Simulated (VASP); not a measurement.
# Mg (Fm-3m) in VASP: a series of runs

One crystal, Mg, is run at these levels: PBEsol+D3, RPBE+D4, r2SCAN, BLYP+D3; tasks: density of states, phonons, optical spectrum.

Program: VASP 6.6.1. These are calculated values, not measurements. Logs are shortened: lines on timing, memory, paths and dates and some standing lists are left out, and cuts for length are marked.

### Step 1. The structure

Symmetry: Fm-3m, No. 225, cubic system. Conventional cell: a = 4.489 Å, b = 4.489 Å, c = 4.489 Å, α = 90.00°, β = 90.00°, γ = 90.00°. Mg (site symmetry m-3m) has 12 Mg at 3.17 Å as nearest neighbours.

This isn't the form of Mg at room conditions, which is hcp.

### Step 2. Density of states, PBEsol+D3 (cell strained at random at fixed volume)

Input file run.py:

```python
from ase.calculators.vasp import Vasp
from ase.dft.dos import DOS
from ase.io import read

atoms = read('Mg.cif')
calc = Vasp(
    directory='calc',
    xc='pbesol',
    pp='PBE',
    setups='recommended',
    prec='Accurate',
    encut=520,
    ediff=0.001,
    ismear=-4,
    sigma=0.2,
    lreal=False,
    lasph=True,
    nelm=80,
    algo='Fast',
    isif=2,
    lwave=False,
    lcharg=False,
    ivdw=11,
    lorbit=11,
    kpts=[10, 10, 10],
    gamma=True,
    nbands=7,
)
atoms.calc = calc

print('energy (eV):', atoms.get_potential_energy())
print('free energy (eV):', atoms.get_potential_energy(force_consistent=True))
print('forces (eV/A):')
print(atoms.get_forces())
print('stress (eV/A^3, Voigt):', atoms.get_stress())
print('Fermi level (eV):', calc.get_fermi_level())
dos = DOS(calc, width=0.2, window=(-10, 10), npts=201)
print('E - E_F (eV), DOS (1/eV)')
for e, g in zip(dos.get_energies(), dos.get_dos()):
    print(f'{e:8.3f} {g:10.4f}')
```

Input file Mg.cif:

```cif
data_Mg
_cell_length_a 3.19216576
_cell_length_b 3.17000647
_cell_length_c 3.22521418
_cell_angle_alpha 59.44571493
_cell_angle_beta 59.06138805
_cell_angle_gamma 58.81903268
_space_group_name_H-M_alt 'P1'
_space_group_name_Hall 'P 1'
_space_group_IT_number 1
loop_
_space_group_symop_operation_xyz
'x,y,z'
loop_
_atom_site_label
_atom_site_type_symbol
_atom_site_symmetry_multiplicity
_atom_site_Wyckoff_symbol
_atom_site_fract_x
_atom_site_fract_y
_atom_site_fract_z
_atom_site_occupancy
Mg1 Mg 1 a 0.0020660000 -0.0027730000 -0.0006000000 1
```

Potentials or basis: VASP PAW PBE potentials, release 64 (Mg).

Started as:

```sh
> python run.py
```

Standard output:

```text
energy (eV): -1.80369053
free energy (eV): -1.80369053
forces (eV/A):
[[ 0. -0.  0.]]
stress (eV/A^3, Voigt): [0.00694379 0.00305249 0.00801725 0.00129105 0.00142089 0.00308243]
Fermi level (eV): 2.63235898
E - E_F (eV), DOS (1/eV)
 -10.000     0.0000
  -9.900     0.0000
  -9.800     0.0000
  -9.700     0.0000
  -9.600     0.0000
  -9.500     0.0000
[... 193 lines left out ...]
   9.900     0.8798
  10.000     0.7606
```

Wall time 22 s (1 thread of Intel Xeon Platinum 8488C (Sapphire Rapids), shared host); peak memory 0.21 GiB.

These settings aren't checked as converged (typed here: ISMEAR = -4; SIGMA = 0.2; EDIFF = 0.001): the numbers below hold their error.

What came out:

| Item | Value |
| --- | --- |
| Free energy | -1.8037 eV |
| Pressure | -1.0 GPa |
| Band gap on the k mesh | none (metal or under the smearing width) |
| Valence electrons inside the program's atomic spheres | Mg 0.35 |
| Dispersion energy per atom | -0.166 eV |

Caveat: the PAW data sets were made with another functional, which shifts forces and pressure a little; pairwise dispersion overbinds metals, which lowers pressure and volume.

### Step 3. Density of states, RPBE+D4, collinear spin, ferromagnetic start

Input file run.py:

```python
from ase.calculators.vasp import Vasp
from ase.dft.dos import DOS
from ase.spacegroup import crystal

atoms = crystal(
    ['Mg'],
    basis=[[0.0, 0.0, 0.0]],
    spacegroup=225,
    setting=1,
    cellpar=[4.488512, 4.488512, 4.488512, 90.0, 90.0, 90.0],
    primitive_cell=True,
)
atoms.set_initial_magnetic_moments([0.5])
calc = Vasp(
    directory='calc',
    xc='rpbe',
    pp='PBE',
    setups='recommended',
    prec='Accurate',
    encut=520,
    ediff=1e-06,
    ismear=-1,
    sigma=0.02,
    lreal=False,
    lasph=True,
    nelm=100,
    algo='Fast',
    isif=2,
    lwave=False,
    lcharg=False,
    ispin=2,
    lorbit=11,
    ivdw=13,
    kpts=[2, 2, 2],
    gamma=False,
    nelect=2.02,
)
atoms.calc = calc

print('energy (eV):', atoms.get_potential_energy())
print('free energy (eV):', atoms.get_potential_energy(force_consistent=True))
print('forces (eV/A):')
print(atoms.get_forces())
print('stress (eV/A^3, Voigt):', atoms.get_stress())
print('Fermi level (eV):', calc.get_fermi_level())
print('moment (muB):', atoms.get_magnetic_moment())
print('site moments (muB):', atoms.get_magnetic_moments())
dos = DOS(calc, width=0.1, window=(-10, 10), npts=301)
print('E - E_F (eV), DOS (1/eV)')
for e, g in zip(dos.get_energies(), dos.get_dos()):
    print(f'{e:8.3f} {g:10.4f}')
```

Potentials or basis: VASP PAW PBE potentials, release 64 (Mg).

Started as:

```sh
> python run.py
```

Wall time 3.8 s (1 thread of Intel Xeon 6975P-C (Granite Rapids), shared host); peak memory 0.14 GiB.

The run converged, but some of its settings lie outside the range that counts as converged (typed here: k = 2 × 2 × 2; shifted = yes; NELECT = 2.020000), so its numbers aren't taken as properties of the crystal.

What came out:

```yaml
Free_energy: -1.6516 eV
Net_moment: 0.00 μB per cell
Valence_electrons_inside_the_program's_atomic_spheres: Mg 0.35
Dispersion_energy_per_atom: -0.151 eV
```

Caveat: the k mesh is coarse (spacing up to 1.21 Å⁻¹), so the values aren't converged; the cell is charged against a uniform background, so pressure and absolute levels hang on convention; the mesh shows a gap though the element is a metal; the PAW data sets were made with another functional, which shifts forces and pressure a little.

### Step 4. Phonons, r2SCAN

Input file POSCAR:

```
Mg
1.0
    0.0000000000      2.2442560000      2.2442560000
    2.2442560000      0.0000000000      2.2442560000
    2.2442560000      2.2442560000      0.0000000000
Mg
1
Direct
    0.0000000000      0.0000000000      0.0000000000
```

Input file INCAR.step1:

```
PREC = Accurate
ENCUT = 600
EDIFF = 1E-8
ISMEAR = 1
SIGMA = 0.1
LREAL = False
LASPH = True
NELM = 80
ALGO = Normal
ISIF = 3
LWAVE = False
LCHARG = False
METAGGA = R2SCAN
LMIXTAU = True
IBRION = 2
NSW = 40
EDIFFG = -0.002
```

Input file INCAR.step2:

```
PREC = Accurate
ENCUT = 600
EDIFF = 1E-8
ISMEAR = 1
SIGMA = 0.1
LREAL = False
LASPH = True
NELM = 80
ALGO = Normal
ISIF = 2
LWAVE = False
LCHARG = False
METAGGA = R2SCAN
LMIXTAU = True
IBRION = 6
NFREE = 2
POTIM = 0.015
NSW = 1
```

Input file KPOINTS:

```
Automatic mesh
0
Gamma
  7 7 7
```

Potentials or basis: VASP PAW PBE potentials, release 64 (Mg).

Started as:

```sh
> cat potpaw_PBE.64/Mg/POTCAR > POTCAR
> cp INCAR.step1 INCAR
> mpirun -np 1 vasp_std > vasp.out
> cp CONTCAR POSCAR
> cp INCAR.step2 INCAR
> mpirun -np 1 vasp_std > vasp.out
```

OUTCAR:

```text
PREC = Accurate
   ENCUT = 600
   EDIFF = 1E-8
   ISMEAR = 1
   LREAL = False
   LASPH = True
   NELM = 80
   ISIF = 2
   METAGGA = R2SCAN
   IBRION = 6
   NFREE = 2
   POTIM = 0.015
   NSW = 1

 ion  position               nearest neighbor table
   1  0.000  0.000  0.000-

  LATTYP: Found a face centered cubic cell.
 ALAT       =     4.4872648782

  Lattice vectors:

 A1 = (   0.0000000000,   2.2436324391,   2.2436324391)
[... 450 lines left out ...]
  energy  without entropy=       -4.1554380193  energy(sigma->0) =       -4.15524744

 INTERNAL STRAIN TENSORS FROM DISPLACED ATOMS
 ============================================

 INTERNAL STRAIN TENSOR FOR ION    1 for displacements in x,y,z  (eV/Angst):
          X           Y           Z          XY          YZ          ZX
  --------------------------------------------------------------------------------
  x     0.00000     0.00000     0.00000     0.00000     0.00000     0.00000
  y     0.00000     0.00000     0.00000     0.00000     0.00000     0.00000
  z     0.00000     0.00000     0.00000     0.00000     0.00000     0.00000

 Eigenvectors and eigenvalues of the dynamical matrix
 ----------------------------------------------------

   1 f  =    0.000000 THz     0.000000 2PiTHz    0.000000 cm-1     0.000000 meV
             X         Y         Z           dx          dy          dz
      0.000000  0.000000  0.000000     1.000000    0.000000    0.000000

   2 f  =    0.000000 THz     0.000000 2PiTHz    0.000000 cm-1     0.000000 meV
             X         Y         Z           dx          dy          dz
      0.000000  0.000000  0.000000     0.000000    1.000000    0.000000

   3 f  =    0.000000 THz     0.000000 2PiTHz    0.000000 cm-1     0.000000 meV
             X         Y         Z           dx          dy          dz
      0.000000  0.000000  0.000000     0.000000    0.000000    1.000000

 ELASTIC MODULI CONTR FROM IONIC RELAXATION (kBar)
 Direction    XX          YY          ZZ          XY          YZ          ZX
 --------------------------------------------------------------------------------
 XX           0.0000      0.0000      0.0000      0.0000      0.0000      0.0000
 YY           0.0000      0.0000      0.0000      0.0000      0.0000      0.0000
 ZZ           0.0000      0.0000      0.0000      0.0000      0.0000      0.0000
 XY           0.0000      0.0000      0.0000      0.0000      0.0000      0.0000
 YZ           0.0000      0.0000      0.0000      0.0000      0.0000      0.0000
 ZX           0.0000      0.0000      0.0000      0.0000      0.0000      0.0000
 --------------------------------------------------------------------------------
```

Run time: 72 s. Hardware: 1 thread of Intel Xeon Platinum 8488C (Sapphire Rapids), shared host; peak memory 0.16 GiB.

Results:

| Quantity | Value |
| --- | --- |
| Relaxed volume | 22.59 Å³/atom |
| Relaxed cell | a = 3.173 Å, b = 3.173 Å, c = 3.173 Å, α = 60.00°, β = 60.00°, γ = 60.00° |
| Space group after relaxing (to 0.05 Å) | Fm-3m (No. 225) |

Final structure:
```
Mg
1.0
     0.00000    2.24363    2.24363
     2.24363    0.00000    2.24363
     2.24363    2.24363    0.00000
Mg
1
Direct
  0.00000 0.00000 0.00000
```

Caveat: the PAW data sets were made with another functional, which shifts forces and pressure a little.

### Step 5. Optical spectrum, BLYP+D3

Input file INCAR:

```
SYSTEM = Mg
PREC = Accurate
ENCUT = 520
EDIFF = 1E-6
ISMEAR = 0
SIGMA = 0.01
LREAL = .FALSE.
LASPH = .TRUE.
NELM = 100
ALGO = Normal
ISIF = 2
LWAVE = .FALSE.
LCHARG = .FALSE.
GGA = B5
ALDAX = 1.0
AGGAX = 1.0
AGGAC = 1.0
ALDAC = 0.0
IVDW = 11
VDW_S6 = 1.0
VDW_S8 = 1.682
VDW_SR = 1.094
VDW_SR8 = 1.0
LOPTICS = .TRUE.
NBANDS = 33
NEDOS = 2000
CSHIFT = 0.1
IMIX = 1
AMIX = 0.4
NELECT = 2.1
```

Input file KPOINTS:

```
Automatic mesh
0
G
  10 10 10
  0 0 0
```

Input file POSCAR:

```
Mg
3.1739
    0.000000000000      0.707097262044      0.707097262044
    0.707097262044      0.000000000000      0.707097262044
    0.707097262044      0.707097262044      0.000000000000
Mg
1
Direct
    0.0000000000      0.0000000000      0.0000000000
```

Potentials or basis: VASP PAW PBE potentials, release 64 (Mg).

Started as:

```sh
> cat potpaw_PBE.64/Mg/POTCAR > POTCAR
> mpirun -np 1 vasp_std > vasp.out
```

OUTCAR:

```text
SYSTEM = Mg
   PREC = Accurate
   ENCUT = 520
   EDIFF = 1E-6
   ISMEAR = 0
   LREAL = .FALSE.
   LASPH = .TRUE.
   NELM = 100
   ISIF = 2
   GGA = B5
   IVDW = 11
   IMIX = 1
   AMIX = 0.4
   NELECT = 2.1
 IVDW          = 11
[... 1008 lines left out ...]
     1.76595   -23.14688   -23.14688   -23.14688     0.00000     0.00000    -0.00000
     2.64892    -8.02713    -8.02713    -8.02713     0.00000     0.00000    -0.00000
     3.53189    -5.87355    -5.87355    -5.87355     0.00000     0.00000    -0.00000
     4.41486    -2.80881    -2.80881    -2.80881     0.00000     0.00000    -0.00000
[... 92 lines left out ...]
    86.53133     0.98914     0.98914     0.98914     0.00000     0.00000    -0.00000
    87.41430     0.98937     0.98937     0.98937     0.00000     0.00000    -0.00000

  frequency dependent IMAGINARY DIELECTRIC FUNCTION (independent particle, no local field effects) current-current
     E(ev)      X         Y         Z        XY        YZ        ZX
  --------------------------------------------------------------------------------------------------------------
     0.00000  1665.34297  1665.34297  1665.34297    -0.00000    -0.00000    -0.00000
     0.88297    31.31658    31.31658    31.31658    -0.00000    -0.00000    -0.00000
     1.76595     1.16707     1.16707     1.16707     0.00000     0.00000     0.00000
     2.64892     1.43004     1.43004     1.43004    -0.00000    -0.00000    -0.00000
     3.53189     0.39827     0.39827     0.39827     0.00000    -0.00000    -0.00000
     4.41486     0.06381     0.06381     0.06381    -0.00000     0.00000    -0.00000
[... 92 lines left out ...]
    86.53133     0.00000     0.00000     0.00000    -0.00000    -0.00000    -0.00000
    87.41430     0.00000     0.00000     0.00000    -0.00000    -0.00000    -0.00000

  frequency dependent      REAL DIELECTRIC FUNCTION (independent particle, no local field effects) current-current
     E(ev)        X           Y           Z          XY          YZ          ZX
  --------------------------------------------------------------------------------------------------------------
     0.00000   258.50929   258.50929   258.50929    -0.00000    -0.00000    -0.00000
     0.88297   -37.35592   -37.35592   -37.35592     0.00000     0.00000     0.00000
     1.76595   -22.71387   -22.71387   -22.71387     0.00000     0.00000     0.00000
     2.64892    -7.81523    -7.81523    -7.81523     0.00000     0.00000     0.00000
     3.53189    -5.70265    -5.70265    -5.70265     0.00000     0.00000     0.00000
     4.41486    -2.68455    -2.68455    -2.68455     0.00000     0.00000     0.00000
[... 92 lines left out ...]
    86.53133     0.98949     0.98949     0.98949     0.00000     0.00000     0.00000
    87.41430     0.98971     0.98971     0.98971     0.00000     0.00000     0.00000
```

stdout:

```text
POSCAR found type information on POSCAR Mg
 POSCAR found :  1 types and       1 ions
 scaLAPACK will be used
 -----------------------------------------------------------------------------
|                                                                             |
|                                                                             |
|     You enforced a specific xc type in the INCAR file but a different       |
|     I HOPE YOU KNOW WHAT YOU ARE DOING!                                     |
|                                                                             |
 -----------------------------------------------------------------------------

 LDA part: xc-table for (Slater(with rela. corr.)+VWN5), standard interpolation
 POSCAR, INCAR and KPOINTS ok, starting setup
 FFT: planning ... GRIDC
 FFT: planning ... GRID_SOFT
 FFT: planning ... GRID
 WAVECAR not read
 entering main loop
 optical routines
 imaginary and real dielectric function
 recalculating local potential from charge density
 direction            1
 direction            2
 direction            3
```

It took 40 s on 1 thread of AMD EPYC 9R45 (Zen 5), shared host; peak memory 0.12 GiB.

The run converged, but some of its settings lie outside the range that counts as converged (typed here: IMIX = 1; AMIX = 0.4; NELECT = 2.1), so its numbers aren't taken as properties of the crystal.

What came out:

- Free energy: -0.7783 eV
- Band gap on the k mesh: none (metal or under the smearing width)
- Dispersion energy per atom: -0.375 eV

Caveat: the cell is charged against a uniform background, so pressure and absolute levels hang on convention; spectra need much finer meshes, so this one isn't converged; these spectra lack excitons; the intraband (Drude) part of a metal's response may be missing; the PAW data sets were made with another functional, which shifts forces and pressure a little; pairwise dispersion overbinds metals, which lowers pressure and volume.
